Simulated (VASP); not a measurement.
```yaml
crystal:
  lattice:
    - [0.00000, 2.89773, 2.89773]
    - [2.89773, 0.00000, 2.89773]
    - [2.89773, 2.89773, 0.00000]
  atoms:
    - { symbol: Sr, position: [0.00000, 0.00000, 0.00000] }
    - { symbol: F, position: [0.25000, 0.25000, 0.25000] }
    - { symbol: F, position: [0.75000, 0.75000, 0.75000] }
```

Method: r2SCAN meta-GGA, VASP's PBE PAW potentials (set 64) (plane waves; VASP). Numerical set-up: 520 eV cut-off, 8×8×8 Γ-centred mesh, Gaussian smearing of 0.010 eV, potentials Sr_sv F.

### Question
Estimate the energy per atom (σ→0), band gap (on the k-mesh) with the smallest direct gap where there is one.

### Answer

```json
{
 "band gap (on the k-mesh)": "7.57 eV",
 "smallest direct gap (on the k-mesh)": "7.68 eV",
 "energy per atom (σ→0)": "-11.339 eV/atom"
}
```

The compound is SrF2 in the fluorite structure. It was relaxed first.
